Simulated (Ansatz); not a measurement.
# Nb2NOS MXene monolayer in a perpendicular field

Aim: how the Nb2NOS MXene monolayer screens a field along its normal, and what the field does to its bands. A positive field points along +c.

Main program and level: Ansatz 0.2.0; plane-wave DFT, PBE-D3(BJ), Ansatz PAW (set soft_1); PAW set soft_1.

### 1. The starting structure

The cell holds 5 atoms: 1 S, 2 Nb, 1 N and 1 O. Cell: a = 3.079 Å, b = 3.079 Å, c = 41.809 Å, α = 90.0°, β = 90.0°, γ = 120.0°. Vacuum lies along c.

### 2. Relaxation

The starting cell is a guess, so the in-plane lattice and the atoms are relaxed first, with the slab cut off from its images along the normal.

input.yaml reads:

```yaml
crystal:
  lattice:
    - [3.079076, 0.0, 0.0]
    - [-1.539538, 2.6665580362, 0.0]
    - [0.0, 0.0, 41.8085715111]
  atoms:
    - { symbol: S, position: [0.3333333333, 0.6666666667, 0.4353174323] }
    - { symbol: Nb, position: [0.6666666667, 0.3333333333, 0.4782406484], spin: 1.0 }
    - { symbol: "N", position: [0.0, 0.0, 0.5072997937] }
    - { symbol: Nb, position: [0.3333333333, 0.6666666667, 0.5363589391], spin: 1.0 }
    - { symbol: O, position: [0.6666666667, 0.3333333333, 0.5646825677] }
  periodic: [true, true, false]
magnetization:
  spin_polarized: true
kpoints:
  mp_grid: { grid: [12, 12, 1] }
hamiltonian:
  xc: pbe
  dispersion: d3bj
  pseudopotentials: { kind: paw, azcp: { folder: soft_1 } }
scf:
  occupations: { method: fermi_dirac, width: 0.05 }
  convergence: { dr2_threshold: 1.0e-09 }
relax:
  f_tol: 0.004
  max_steps: 90
  cell: {}
output:
  write_potential: true
  write_density: true
  volumetric_format: npy
```

Command:

```console
> ansatz run input.yaml --threads 2 --pin off --max-ram 3072MiB --backend cpu --events-out ev --progress --plain --runs-dir out
```

Numbers of over 12 decimals in the logs are rounded to 6 here.

The program printed:

```text
Warning: relax.cell: scf.convergence.dr2_threshold = 1e-9 eV is looser than the 2.10593638262e-10 eV advised for a relaxation that steers and ends on the stress (1e-10 eV for each atom of the cell: 5, times the square of relax.cell.stress_2d_tol = 0.05 N/m over 15.4 Å (the atoms' height at the walk's start and 5 Å past either face), 3.245e-2 GPa, over a crystal's default 0.05). What an SCF threshold leaves in a stress goes as its square root, and in the free energy as the threshold itself, and one threshold admits the most on a small cell: [figures from the program's tests cut] Set scf.convergence.dr2_threshold to 2.10593638262e-10 eV or tighter. [rest of the remark cut]
Engine: ansatz 0.2.0, x86_64-unknown-linux-gnu
Pseudopotentials: kind: paw
Pseudopotential: S, paw, valence charge 6, recommended cutoff 420 eV (normal), soft_1/S.paw.azcp
Pseudopotential: Nb, paw, valence charge 13, recommended cutoff 420 eV (normal), soft_1/Nb.paw.azcp
Pseudopotential: N, paw, valence charge 5, recommended cutoff 420 eV (normal), soft_1/N.paw.azcp
Pseudopotential: O, paw, valence charge 6, recommended cutoff 420 eV (normal), soft_1/O.paw.azcp
Functional definition: PBE
  parameter kappa = 0.804
  parameter beta = 0.066725
  exchange = pbe_x(kappa = kappa, mu = beta*pi^2/3)
  correlation = pbe_c(beta = beta)
Crystal: 5 atoms, lattice volume = 343.271 Å³
Basis set: ecut = 420 eV, 6691 PW (Γ), exchange–correlation on 48×48×576 points (8 copies of the dense FFT grid, shifted against one another)
Bands: 28, of which v1, the nominal top of the filled ones, is band 22 counted from 1 (21 counted from 0)
Symmetry: 6 space group operations
Space group: P3m1 (ITA 156), of the structure as read, at distance tolerance 7.0e-5 Å
Magnetic group: BNS 156.49 (UNI 1279), of the structure as read, at distance tolerance 7.0e-5 Å
k-points: 19 of 144 (time reversal used)
Non-local potential: S, projectors of the file, l = 0: 2, l = 1: 2, l = 2: 1
Non-local potential: Nb, projectors of the file, l = 0: 3, l = 1: 2, l = 2: 2, l = 3: 1
Non-local potential: N, projectors of the file, l = 0: 2, l = 1: 2, l = 2: 1
Non-local potential: O, projectors of the file, l = 0: 2, l = 1: 2, l = 2: 1
PAW form: soft (Blöchl's): semilocal exchange-correlation on the pseudo side does not see the compensation charge
PAW one-centre angular grid: S, 110 points (default); XC on 64 Gauss nodes
PAW one-centre angular grid: Nb, 590 points (default); XC on 64 Gauss nodes
PAW one-centre angular grid: N, 110 points (default); XC on 64 Gauss nodes
PAW one-centre angular grid: O, 110 points (default); XC on 64 Gauss nodes
Initial density: superposition of atomic densities (neutral atoms: chi_scale 0, normalization atom)
Starting moments: Σ|m| = 2 μB on 2 of 5 sites
Initial wavefunctions: pseudopotential atomic-orbital guess
Functional: x = pbe(κ = 0.804, μ = 0.219515), c = pbe(β = 0.066725)
SCF iter   1: F=—  HF=-10968.143140 eV  |F-HF|=—  |Δ(HF+E_count)|=         —  Δρ=3.82e-2 (↑3.82e-2 ↓3.41e-2)  dr2=2.24e1  dr2_m=1.51e-1  M=0.654 μB ∫|m|=0.833 μB  β_m=0.30  ethr=3.10e-3  ⟨swp⟩=17.5  Hψ=9650  notcnv=0
Mixer restart at iter 1: flushing history
preconditioner: auto → LDOS  [metal: Δε(μ)=0.024 eV  Ē_g=10.497 eV  σ=0.050 eV  W_gap=0.12  n_scr=24 (ndim 8)  ℏωp=10.4 eV  f_vac=0.783  D(μ)=2.21/eV (n_scr^D=14)]
spin=Collinear: LDOS preconditioning applied to the charge; magnetization (m = ρ↑ − ρ↓) channel mixes plain (no charge-response kernel on spin).
SCF iter   2: F=—  HF=-10965.031455 eV  |F-HF|=—  |Δ(HF+E_count)|=    3.11e0  Δρ=2.27e-2 (↑2.27e-2 ↓1.95e-2)  dr2=7.98e0  dr2_m=9.72e-2  M=0.474 μB ∫|m|=0.683 μB  β_m=0.51  ethr=3.10e-3  ⟨swp⟩=4.9  Hψ=3243  notcnv=0  defer=25
SCF iter   3: F=—  HF=-10963.953079 eV  |F-HF|=—  |Δ(HF+E_count)|=    1.08e0  Δρ=4.87e-3 (↑4.86e-3 ↓4.87e-3)  dr2=1.57e-1  dr2_m=1.69e-2  M=0.200 μB ∫|m|=0.375 μB  β_m=0.63  ethr=3.10e-3  ⟨swp⟩=4.5  Hψ=3352  notcnv=0  defer=23
SCF iter   4: F=—  HF=-10964.035889 eV  |F-HF|=—  |Δ(HF+E_count)|=         —  Δρ=2.68e-3 (↑2.68e-3 ↓2.00e-3)  dr2=2.61e-2  dr2_m=1.27e-2  M=0.036 μB ∫|m|=0.116 μB  β_m=0.63  ethr=3.65e-4  ⟨swp⟩=4.1  Hψ=2797  notcnv=0  defer=21
SCF iter   5: F=—  HF=-10964.038391 eV  |F-HF|=—  |Δ(HF+E_count)|=   2.50e-3  Δρ=1.02e-3 (↑1.02e-3 ↓6.89e-4)  dr2=3.27e-3  dr2_m=2.10e-3  M=0.013 μB ∫|m|=0.057 μB  β_m=0.76  ethr=6.08e-5  ⟨swp⟩=3.3  Hψ=2287  notcnv=0  defer=21
SCF iter   6: F=—  HF=-10964.039005 eV  |F-HF|=—  |Δ(HF+E_count)|=   6.14e-4  Δρ=2.64e-4 (↑2.27e-4 ↓2.64e-4)  dr2=4.08e-4  dr2_m=1.42e-4  M=0.003 μB ∫|m|=0.018 μB  β_m=0.78  ethr=7.60e-6  ⟨swp⟩=3.2  Hψ=2402  notcnv=0  defer=21
SCF iter   7: F=—  HF=-10964.039053 eV  |F-HF|=—  |Δ(HF+E_count)|=   4.81e-5  Δρ=1.12e-4 (↑7.28e-5 ↓1.12e-4)  dr2=1.31e-4  dr2_m=1.72e-5  M=0.000 μB ∫|m|=0.006 μB  β_m=0.73  ethr=9.48e-7  ⟨swp⟩=3.7  Hψ=2488  notcnv=0  defer=21
SCF iter   8: F=—  HF=-10964.039048 eV  |F-HF|=—  |Δ(HF+E_count)|=   5.54e-6  Δρ=3.30e-5 (↑2.70e-5 ↓3.30e-5)  dr2=8.35e-6  dr2_m=2.30e-6  M=0.000 μB ∫|m|=0.002 μB  β_m=0.83  ethr=3.05e-7  ⟨swp⟩=3.5  Hψ=2127  notcnv=0  defer=21
SCF iter   9: F=—  HF=-10964.039037 eV  |F-HF|=—  |Δ(HF+E_count)|=   1.10e-5  Δρ=1.25e-5 (↑1.16e-5 ↓1.25e-5)  dr2=1.74e-6  dr2_m=1.05e-7  M=0.000 μB ∫|m|=0.000 μB  β_m=0.74  ethr=1.94e-8  ⟨swp⟩=3.3  Hψ=2426  notcnv=0  defer=21
SCF iter  10: F=—  HF=-10964.039037 eV  |F-HF|=—  |Δ(HF+E_count)|=   1.25e-7  Δρ=2.64e-6 (↑2.64e-6 ↓2.44e-6)  dr2=3.06e-8  dr2_m=1.25e-8  M=-0.000 μB ∫|m|=0.000 μB  β_m=0.80  ethr=4.04e-9  ⟨swp⟩=3.3  Hψ=2116  notcnv=0  defer=21
SCF iter  11: F=—  HF=-10964.039037 eV  |F-HF|=—  |Δ(HF+E_count)|=   9.22e-8  Δρ=7.34e-7 (↑6.06e-7 ↓7.34e-7)  dr2=5.59e-9  dr2_m=5.83e-10  M=-0.000 μB ∫|m|=0.000 μB  β_m=0.80  ethr=7.11e-11  ⟨swp⟩=3.8  Hψ=2703  notcnv=0  defer=21
SCF iter  12: F=—  HF=-10964.039037 eV  |F-HF|=—  |Δ(HF+E_count)|=   2.11e-8  Δρ=2.53e-7 (↑2.53e-7 ↓2.13e-7)  dr2=6.22e-10  dr2_m=1.07e-10  M=-0.000 μB ∫|m|=0.000 μB  β_m=0.77  ethr=1.30e-11  ⟨swp⟩=3.3  Hψ=2447  notcnv=0  defer=21
SCF iter  13: F=-10964.039037 eV  HF=-10964.039037 eV  |F-HF|=1.60e-10  |Δ(HF+E_count)|=   1.10e-9  Δρ=7.07e-8 (↑7.07e-8 ↓6.57e-8)  dr2=6.77e-12  dr2_m=1.32e-11  M=-0.000 μB ∫|m|=0.000 μB  ethr=1.45e-12  ⟨swp⟩=9.0  Hψ=8750  notcnv=0
[...]
relax step   8: F+E_penalty+E_count = -10964.40465559 eV  Δ(F+E_penalty+E_count) = +3.246e-5 eV  max|allowed force component| = 1.121e-3 eV/Å  Δτ_max = 0.0013 Å  P = +0.007 N/m  Ω = 366.647 Å³  energy of the carried Pulay correction = -9.112e-5 eV  fix = [c, alpha, beta]  reactions: c +0.000 N/m  (11 SCF iters, accepted)
iter 1 solved again at ethr=2.99e-7 eV; its pass at ethr=3.10e-3 eV (dr2=1.29e-4 eV) is discarded
SCF iter   1: F=—  HF=-10964.404520 eV  |F-HF|=—  |Δ(HF+E_count)|=         —  Δρ=7.30e-6 (↑7.30e-6 ↓7.30e-6)  dr2=2.93e-8  dr2_m=4.63e-13  M=-0.000 μB ∫|m|=0.000 μB  β_m=0.65  ethr=2.99e-7  ⟨swp⟩=6.9  Hψ=15188  notcnv=0
eigensolver tolerance schedule: the retry pair's looser diagonalisation over-reported the residual by 4380.93 of it (diagonalisation noise at 0.73 of the residual, at the tolerance the schedule requests for it); recorded, not acted on — ethr = c·dr2/N_el stays at c = 1.0e-1
preconditioner: auto → Resta (q_TF=auto, 1.909 Å⁻¹)  ε∞=2.2  [insulator: Δε(μ)=0.163 eV  Ē_g=9.159 eV  σ=0.050 eV  W_gap=0.62  n_scr=24 (ndim 8)  ℏωp=10.1 eV  f_vac=0.799  D(μ)=1.13/eV (n_scr^D=8)  ε∞_Penn≈2.2  vacuum switching on, ρ_ref=6.1e-3 e/Å³]
spin=Collinear: Resta preconditioning applied to the charge; magnetization (m = ρ↑ − ρ↓) channel mixes plain (no charge-response kernel on spin).
SCF iter   2: F=—  HF=-10964.404709 eV  |F-HF|=—  |Δ(HF+E_count)|=   1.89e-4  Δρ=2.69e-6 (↑2.69e-6 ↓2.69e-6)  dr2=2.67e-8  dr2_m=1.37e-13  M=-0.000 μB ∫|m|=0.000 μB  β_m=0.43  ethr=6.82e-11  ⟨swp⟩=6.3  Hψ=4528  notcnv=0
SCF iter   3: F=—  HF=-10964.404718 eV  |F-HF|=—  |Δ(HF+E_count)|=   9.24e-6  Δρ=2.30e-6 (↑2.30e-6 ↓2.30e-6)  dr2=4.07e-9  dr2_m=1.03e-13  M=-0.000 μB ∫|m|=0.000 μB  β_m=0.58  ethr=6.20e-11  ⟨swp⟩=3.2  Hψ=1708  notcnv=0
SCF iter   4: F=—  HF=-10964.404754 eV  |F-HF|=—  |Δ(HF+E_count)|=   3.65e-5  Δρ=1.00e-6 (↑1.00e-6 ↓1.00e-6)  dr2=2.66e-9  dr2_m=2.84e-14  M=-0.000 μB ∫|m|=0.000 μB  β_m=0.57  ethr=9.47e-12  ⟨swp⟩=4.8  Hψ=2910  notcnv=0
SCF iter   5: F=—  HF=-10964.404770 eV  |F-HF|=—  |Δ(HF+E_count)|=   1.58e-5  Δρ=2.22e-7 (↑2.21e-7 ↓2.22e-7)  dr2=5.53e-9  dr2_m=4.71e-15  M=-0.000 μB ∫|m|=0.000 μB  β_m=0.40  ethr=6.19e-12  ⟨swp⟩=4.1  Hψ=2176  notcnv=0
SCF iter   6: F=—  HF=-10964.404770 eV  |F-HF|=—  |Δ(HF+E_count)|=   2.67e-7  Δρ=9.77e-8 (↑9.76e-8 ↓9.77e-8)  dr2=4.08e-10  dr2_m=2.96e-15  M=-0.000 μB ∫|m|=0.000 μB  β_m=0.45  ethr=6.19e-12  ⟨swp⟩=1.7  Hψ=1247  notcnv=0
SCF iter   7: F=-10964.404771 eV  HF=-10964.404771 eV  |F-HF|=4.85e-8  |Δ(HF+E_count)|=   8.25e-8  Δρ=3.74e-8 (↑3.71e-8 ↓3.74e-8)  dr2=6.21e-11  dr2_m=2.08e-15  M=-0.000 μB ∫|m|=0.000 μB  ethr=1.00e-12  ⟨swp⟩=12.5  Hψ=8784  notcnv=0
the starting moments were not kept: the SCF closed with an absolute magnetisation of 5.4e-8 μB, where they sum to 2 μB in size (2 sites). That is at most 0.1 of that sum. Measured as dr2_m measures the in/out step, that magnetisation stands 4.6e-16 eV from none, at or under the dr2_threshold of 1.0e-9 eV: it is no larger than a step whose dr2_m would equal this threshold.
SCF 9 converged in 7 iterations: F = -10964.404771 eV  dr2 = 6.21e-11
relax step   9: F+E_penalty+E_count = -10964.40477061 eV  Δ(F+E_penalty+E_count) = -1.150e-4 eV  max|allowed force component| = 1.116e-3 eV/Å  Δτ_max = 0.0000 Å  P = +0.008 N/m  Ω = 366.647 Å³  fix = [c, alpha, beta]  reactions: c +0.000 N/m  stress off target by 7.50e-3 N/m on what of the cell is left free  SCF on the basis re-selected at this cell (its energy is not comparable with the rows above)  (7 SCF iters)
basis re-selected at this cell: Δ(F+E_penalty+E_count) = -1.150e-4 eV, ΔP = +0.001 N/m vs the last step (what re-selecting the basis moved, of the pressure what is left beyond the Pulay correction that the steps carried, after the strain that the cell walked since its last selection, with what the two solves' SCF thresholds leave and, on support functions, any second-order correction that the steps lacked; it is no m [...]
WARN: The output density's exchange-correlation potential varies sharply where the density is thin. Do not read a vacuum level from v_tot or v_xc, or from such a field of the output density. On a cell that repeats whose density bears no net charge and no dipole along the vacuum's axis use v_es (v_loc + v_h of the components); under efield.dipole_correction with no amplitude use v_es + v_field, which holds any externa [...]
SCF converged after 7 iterations
Magnetization: -0.0000 μB (21.5000 up, 21.5000 down)
Absolute magnetization: 0.0000 μB (∫|ρ↑−ρ↓|, with the PAW one-centre terms)
Spin contamination: 0.0000 ħ² per cell (⟨S²⟩ above its minimum at these occupations)
Per-site moments (μB) at R_I (Å): [(-1.7986311102563964e-9, 1.015749), (1.3159672500987934e-9, 0.913765), (7.431735794110887e-10, 0.888664), (-9.352956131558299e-9, 0.871502), (9.646219921871443e-9, 0.871502)]
Free energy (F): -10964.404771 eV
Harris-Foulkes:  -10964.404771 eV  (|F-HF|=4.85e-8)
Internal energy: -10964.394878 eV  (E = F + TS)
E sigma→0 (E₀):  -10964.399824 eV
Entropy (-TS):   -0.009893 eV (-1.979 meV/atom)
Fermi energy:    -5.402718 eV
--- Per-component energies (eV) ---
  E_band       = -1034.392986
  E_kinetic    = 1151.621229
  E_local      = -164199.965077  (includes V_loc(G=0)·N_el)
  E_nonlocal   = 307.187518
  E_hartree    = 81332.955905
  E_xc         = -553.406977
  E_vxc        = -653.431798  (∫ρ·V_xc dr)
  E_paw        = -7061.619993  (= ΣΔE_a)
  E_vpaw       = -305.719940  (= ΣTr[D̂ρ^β])
  E_aug_tail   = 0.001709  (compensation charges beyond the density's cutoff)
  E_ewald      = 78060.429953
  E_disp       = -1.599145  (pairwise vdW)
  E_smearing   = -0.009893  (= −TS)
  E_closure    = 0.000000  (closes the sum)
  Σ components = -10964.404771   (vs F -10964.404771, Δ=0.00e0)
--- Forces (eV/Å), atoms counted from 1 ---
  atom   1  S      0.00000000     0.00000000    -0.00111652
  atom   2  Nb     0.00000000    -0.00000000     0.00072477
  atom   3  N      0.00000000    -0.00000000     0.00058837
  atom   4  Nb     0.00000000    -0.00000000    -0.00074069
  atom   5  O     -0.00000000    -0.00000000     0.00054317
  max |Σ_I F_I| component: 8.95e-7 eV/Å
--- 2D stress c σ (N/m, compression-positive) ---
        0.007502       0.000000      -0.000000
        0.000000       0.007502      -0.000000
       -0.000000      -0.000000       0.000000
  P = ½ c Tr σ = 0.0075 N/m
--- Band table (eV; the first three rows and the last of 38) ---
  k-point 0 ↑: bands = [... 18 lower, -6.8482, -6.8482, -6.5011, -6.5011, -6.0014, -4.3746, -4.3746, -4.1255, ... 2 higher]
  k-point 1 ↑: bands = [... 18 lower, -7.3545, -7.1711, -6.4600, -6.0694, -5.7431, -4.4789, -4.3062, -3.8602, ... 2 higher]
  k-point 2 ↑: bands = [... 18 lower, -7.7455, -7.3893, -6.8568, -5.6180, -5.2842, -4.4360, -3.9730, -3.5063, ... 2 higher]
  k-point 18 ↓: bands = [... 18 lower, -9.3561, -8.9508, -5.8004, -5.2335, -4.8438, -3.6307, -3.1824, -2.9417, ... 2 higher]
  the weakly bound empty levels are not read free of the cell's end (no_gap_told)
--- Relaxed structure (7 steps of the walk, 7 accepted, 2 SCFs on fresh bases) ---
  F+E_penalty+E_count = -10964.40477061 eV   max|allowed force component| = 1.116e-3 eV/Å   (the final SCF, on the basis selected at the relaxed cell)
  cell:  # Å, volume = 366.6472 Å³
    - [3.182191, 0.0, 0]
    - [-1.591095, 2.755858, 0]
    - [0, 0, 41.8085715111]
  atoms:
    - { symbol: S, position: [0.333333, 0.666667, 0.439493] }
    - { symbol: Nb, position: [0.666667, 0.333333, 0.478708] }
    - { symbol: N, position: [0, 0, 0.508309] }
    - { symbol: Nb, position: [0.333333, 0.666667, 0.535219] }
    - { symbol: O, position: [0.666667, 0.333333, 0.560170] }
```

Elapsed: 3.6 min, on 2 threads of Intel Xeon Platinum 8259CL at 2.50GHz (Skylake/Cascade Lake), shared host; peak memory 0.83 GiB; 7 min of CPU time.

Relaxation path:

```tsv
step	energy less that of the first step (eV)	largest force component (eV/Å)	volume (Å³)
1	0.0000	1.5418	343.27
2	-0.3405	0.4625	363.43
3	-0.3553	0.2690	366.23
4	-0.3571	0.0799	366.66
5	-0.3574	0.0328	366.42
6	-0.3575	0.0010	366.23
7*	-0.3657	0.0015	366.23
8	-0.3656	0.0011	366.65
9*	-0.3657	0.0011	366.65
```

Relaxation steps marked * repeat the geometry before them on a plane-wave basis chosen anew for their cell, so energy and pressure can jump there.

The run keeps the 6 symmetry operations that it works with, so distortions that break them were not tested.

```tsv
cell as run	before	after	change
a (Å)	3.079	3.182	+3.3 %
b (Å)	3.079	3.182	+3.3 %
```

The atoms that moved most (Å, along periodic axes as changes of fractional coordinates times the final cell, across vacuum about the mean position):

```tsv
atom	dx	dy	dz	length
O5	0.000	0.000	-0.189	0.189
S1	0.000	0.000	0.175	0.175
Nb4	0.000	0.000	-0.048	0.048
N3	0.000	0.000	0.042	0.042
Nb2	0.000	0.000	0.020	0.020
```

Final coordinates:

```xyz
5
Lattice="3.1822 0.0000 0.0000 -1.5911 2.7559 0.0000 0.0000 0.0000 41.8086" Properties=species:S:1:pos:R:3
S     0.0000    1.8372   18.3746
Nb    1.5911    0.9186   20.0141
N     0.0000    0.0000   21.2517
Nb    0.0000    1.8372   22.3767
O     1.5911    0.9186   23.4199
```

This step gave:

| Item | Value |
| --- | --- |
| energy at zero smearing | -10964.3998 eV |

The lattice constant a goes from 3.079 to 3.182 Å.

(Continued in part 2 of 2.)

[Logs are printed without paths, hosts, clocks, repeated set-up lines and the standing remarks that a program may print on its own settings, such as how far it seeks lower states.]

[Hosts, paths, dates, database ids (printed as entryN), source tags and the programs' standing remarks are cut or masked in the printed files.]

[Maps of the electrostatic potential energy from Ansatz leave out the sawtooth potential of an applied field or a dipole correction, so their vacuum need not be flat; planar profiles and work functions include it.]
